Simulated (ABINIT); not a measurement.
Input of an ABINIT 10.8.3 (patched build) run:

run.abi

```
# Pseudopotentials
pp_dirpath "./"
pseudos "40_Zr_12_2.0_2.5_pbe_n_v1.0.psp8, 16_S_6_1.8_1.9_pbe_n_v1.0.psp8"

# Structure
acell 6.9757020403 6.9757020403 11.4159810467
rprim
     1.0000000000     0.0000000000     0.0000000000
    -0.5000000000     0.8660254038     0.0000000000
     0.0000000000     0.0000000000     1.0000000000
ntypat 2
znucl 40 16
natom 3
typat 1 2 2
xred
     0.0000000000     0.0000000000     0.0000000000
     0.3333333333     0.6666666667     0.2379099700
     0.6666666667     0.3333333333     0.7620900300

# Plane-wave basis
ecut 18.0

# k points
kptopt 1
ngkpt 6 6 4
nshiftk 1
shiftk 0.0 0.0 0.0

# Exchange and correlation
ixc -428

# Bands and occupations
nband 14
occopt 1

# SCF cycle
nstep 60
diemac 6.0
toldfe 1.0e-7

# Output
iomode 3
prtwf 0
prtden 0
prteig 0
prtebands 0
enunit 2
```

Potentials or basis: SPMS NC PBE v1.0.

Command:

```bash
$ mpirun --bind-to none -np 8 abinit run.abi > log 2>&1
```

Q: Estimate the band gap on the k mesh.

A: 1.88 eV, indirect (least direct gap 2.52 eV).

Q: Predict the pressure.

A: -0.4 GPa.

Q: Predict the largest force.

A: 0.094 eV/Å.

Forces on the atoms (eV/Å):
```
Zr   0.000  0.000  0.000
S    0.000  0.000 -0.094
S    0.000  0.000  0.094
```

Caveat: Libxc's HSE differs a little from that of other programs; the potentials were made for another functional, which shifts forces and pressure; this functional lacks dispersion, which binds the layers, so the pressure and a relaxed spacing across them are unreliable.

**Experimental background.**

“Stress-Tuned Optical Transitions in Layered 1T-MX2 (M= Hf, Zr, Sn; X= S, Se) Crystals”, 2022, arxiv:2210.12074 quotes, for a bulk crystal of ZrS2: band gap 1.68 eV (indirect).

Against the measured gap of ZrS2, 1.68 eV (indirect; quoted in “Stress-Tuned Optical Transitions in Layered 1T-MX2 (M= Hf, Zr, Sn; X= S, Se) Crystals”, 2022, arxiv:2210.12074), the calculated 1.88 eV is off by +0.20 eV. Spin-orbit coupling on Zr is left out. The value is that of HSE06 on a finite k mesh, which can miss the band edges, without temperature or zero-point motion. The cell is a database's relaxed one, not the measured one, which moves gaps too.
